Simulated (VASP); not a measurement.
# Settings for InPd: density of states

InPd, Pm-3m (no. 221), 2 atoms in the cell. PBEsol; PAW potentials In_d, Pd (PBE set). VASP 6.6.1.

Wanted: density of states by 0.5 eV bins within 8 %; centre of the states within 12 eV below the valence top within 0.03 eV; states at the Fermi level within 8 %.

What the run is for: density of states; Accuracy asked: standard; k mesh of the density: 9 × 9 × 9.

POSCAR:
```
InPd
1.0
    3.2718847800      0.0000000000      0.0000000000
    0.0000000000      3.2718847800      0.0000000000
    0.0000000000      0.0000000000      3.2718847800
In Pd
1 1
Direct
    0.0000000000      0.0000000000      0.0000000000
    0.5000000000      0.5000000000      0.5000000000
```

The series start from Plane-wave cutoff (eV): 290; k-point mesh: 11 × 11 × 11; Energy points (NEDOS): 2001; Occupations for the DOS: ISMEAR=-5; Electronic threshold (eV): 1e-6; Precision mode (PREC): Accurate. Each series keeps the choices made before it, and each single choice may use up half of a tolerance. Times cover all steps of a run.

## Plane-wave cutoff (eV)

| Plane-wave cutoff (eV) | Density of states by 0.5 eV bins, largest deviation against the largest value | Centre of the states within 12 eV below the valence top (eV) | States at the Fermi level (states/eV/atom) | Time (s) |
|---|---|---|---|---|
| 200 | 12 % | -3.598 | 0.4046 | 6.9 |
| 250 | 0.54 % | -3.579 | 0.4148 | 11 |
| 290 | 1.1 % | -3.576 | 0.4152 | 11 |
| 320 | 0.71 % | -3.576 | 0.4147 | 13 |
| 400 | 0.038 % | -3.577 | 0.4139 | 15 |
| 500 (reference) | 0 % | -3.577 | 0.4139 | 16 |

Chosen: 250, the loosest value from which every tighter one stays within half of the tolerance.

## k-point mesh

| k-point mesh | Density of states by 0.5 eV bins, largest deviation against the largest value | Centre of the states within 12 eV below the valence top (eV) | States at the Fermi level (states/eV/atom) | Time (s) |
|---|---|---|---|---|
| 5 × 5 × 5 | 13 % | -3.600 | 0.4374 | 7.2 |
| 6 × 6 × 6 | 11 % | -3.551 | 0.4775 | 7.9 |
| 7 × 7 × 7 | 7.4 % | -3.605 | 0.3788 | 7.8 |
| 9 × 9 × 9 | 4.6 % | -3.583 | 0.4035 | 8.9 |
| 11 × 11 × 11 | 4.7 % | -3.579 | 0.4148 | 11 |
| 13 × 13 × 13 | 2.2 % | -3.581 | 0.3943 | 13 |
| 17 × 17 × 17 | 1.1 % | -3.579 | 0.3813 | 20 |
| 20 × 20 × 20 | 0.84 % | -3.583 | 0.376 | 29 |
| 25 × 25 × 25 (reference) | 0 % | -3.583 | 0.3713 | 44 |

Chosen: 17 × 17 × 17.

## Energy points (NEDOS)

| Energy points (NEDOS) | Density of states by 0.5 eV bins, largest deviation against the largest value | Centre of the states within 12 eV below the valence top (eV) | States at the Fermi level (states/eV/atom) | Time (s) |
|---|---|---|---|---|
| 301 | 12 % | -3.578 | 0.3813 | 19 |
| 501 | 3.4 % | -3.587 | 0.3792 | 19 |
| 1001 | 1.1 % | -3.583 | 0.3806 | 20 |
| 2001 | 0.42 % | -3.579 | 0.3813 | 20 |
| 4001 (reference) | 0 % | -3.581 | 0.3809 | 20 |

Chosen: 501.

## Occupations for the DOS

| Occupations for the DOS | Density of states by 0.5 eV bins, largest deviation against the largest value | Centre of the states within 12 eV below the valence top (eV) | States at the Fermi level (states/eV/atom) | Time (s) |
|---|---|---|---|---|
| ISMEAR=-5 | 0 % | -3.587 | 0.3792 | 19 |
| ISMEAR=-4 | 0 % | -3.587 | 0.3792 | 19 |
| ISMEAR=0 SIGMA=0.05 | 5 % | -3.561 | 0.3346 | 19 |
| ISMEAR=0 SIGMA=0.1 | 6 % | -3.558 | 0.3872 | 18 |
| ISMEAR=-15 SIGMA=0.025 | 0.078 % | -3.586 | 0.3792 | 20 |
| ISMEAR=1 SIGMA=0.1 | 6.3 % | -3.556 | 0.3558 | 22 |

Chosen: ISMEAR=-5; no other choice that stays within half of the tolerance saves 30 % of the time.

## Electronic threshold (eV)

| Electronic threshold (eV) | Density of states by 0.5 eV bins, largest deviation against the largest value | Centre of the states within 12 eV below the valence top (eV) | States at the Fermi level (states/eV/atom) | Time (s) |
|---|---|---|---|---|
| 0.001 | 0.32 % | -3.587 | 0.3791 | 20 |
| 0.0001 | 0.29 % | -3.587 | 0.3791 | 22 |
| 1e-5 | 0.27 % | -3.586 | 0.3792 | 21 |
| 1e-6 (reference) | 0 % | -3.587 | 0.3792 | 19 |

Chosen: 0.001.

## Precision mode (PREC)

| Precision mode (PREC) | Density of states by 0.5 eV bins, largest deviation against the largest value | Centre of the states within 12 eV below the valence top (eV) | States at the Fermi level (states/eV/atom) | Time (s) |
|---|---|---|---|---|
| Normal | 0.033 % | -3.587 | 0.3791 | 11 |
| Accurate (reference) | 0 % | -3.587 | 0.3791 | 20 |

Chosen: Normal.

## All choices together

| Input | Density of states by 0.5 eV bins, largest deviation against the largest value | Centre of the states within 12 eV below the valence top (eV) | States at the Fermi level (states/eV/atom) | Time (s) |
|---|---|---|---|---|
| defaults for smearing, thresholds and mesh (naive) | 46 % | -3.921 | 0.8611 | 6.4 |
| chosen settings | 3.4 % | -3.587 | 0.3791 | 11 |
| reference settings throughout | 0 % | -3.584 | 0.3708 | 84 |

The tolerance is met.

## The input

INCAR.step1:
```
SYSTEM = InPd
GGA = PS
ISMEAR = 1
SIGMA = 0.1
LWAVE = .False.
LCHARG = .True.
NBANDS = 28
PREC = Normal
LASPH = .True.
LREAL = .False.
ALGO = Normal
EDIFF = 0.001
NELM = 120
GGA_COMPAT = .False.
ENCUT = 250
LMAXMIX = 4
```

INCAR.step2, as INCAR.step1 but for:
```
- ISMEAR = 1
- SIGMA = 0.1
- LCHARG = .True.
+ ISMEAR = -5
+ LCHARG = .False.
+ NEDOS = 501
+ LORBIT = 11
+ EMIN = -6.6424
+ EMAX = 18.3576
+ ICHARG = 11
```

KPOINTS.step1:
```
k-points
0
Gamma
  9 9 9
```

KPOINTS.step2:
```
Automatic mesh
0
Gamma
  17 17 17
  0 0 0
```

Commands (each step's output is kept before the next begins):
```
cat potpaw_PBE.64/In_d/POTCAR potpaw_PBE.64/Pd/POTCAR > POTCAR
cp INCAR.step1 INCAR
cp KPOINTS.step1 KPOINTS
mpirun -np 1 vasp_std > vasp.out
cp INCAR.step2 INCAR
cp KPOINTS.step2 KPOINTS
mpirun -np 1 vasp_std > vasp.out
```

The chosen input took VASP 6.6.1 11 s on 1 core (Intel Xeon 6975P-C (Granite Rapids)), a shared host.

## An input that fails: tetrahedra on too few k points

VASP's message: IBZKPT: tetrahedron method fails for NKPT<4. NKPT = 1.

k mesh: 11 × 11 × 11 becomes 1 × 1 × 1.

Changes against the starting input:
```
(step 2)
- NELM = 120
+ NELM = 67
```
